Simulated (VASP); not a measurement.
Input of a VASP 6.6.1 run:

File INCAR:

```
  PREC = Accurate
  ENCUT = 700
  EDIFF = 1E-7
  ISMEAR = 0
  SIGMA = 0.02
  LREAL = False
  LASPH = True
  NELM = 80
  ALGO = Normal
  ISIF = 4
  LWAVE = False
  LCHARG = False
  GGA = PE
  IVDW = 12
  IBRION = 2
  NSW = 80
  EDIFFG = -0.002
```

Contents of KPOINTS:

```
regular mesh
0
Gamma
  15 15 6
```

Contents of POSCAR:

```
BN                                      
1.0
    2.5312812182      0.0000000000      0.0000000000
   -1.2656406091      2.1921538343      0.0000000000
    0.0000000000      0.0000000000      6.6252660268
  B               N             
     2     2
Direct
     0.3333333300000021    0.6666666699999979    0.2500000000000000
     0.6666666699999979    0.3333333300000021    0.7500000000000000
     0.3333333300000021    0.6666666699999979    0.7500000000000000
     0.6666666699999979    0.3333333300000021    0.2500000000000000
```

Potentials or basis: VASP PAW PBE potentials, release 64 (B, N).

The run is started by

```sh
$ cat potpaw_PBE.64/B/POTCAR potpaw_PBE.64/N/POTCAR > POTCAR
$ mpirun -np 1 vasp_std > vasp.out
```

(1) What does it give for the band gap on the k mesh?

(2) What does it give for the dispersion energy per atom?

Answers

(1) 4.32 eV, indirect (least direct gap 4.63 eV).

(2) -0.138 eV.

Caveat: an odd mesh through Γ misses points on the zone boundary, where band edges often lie.
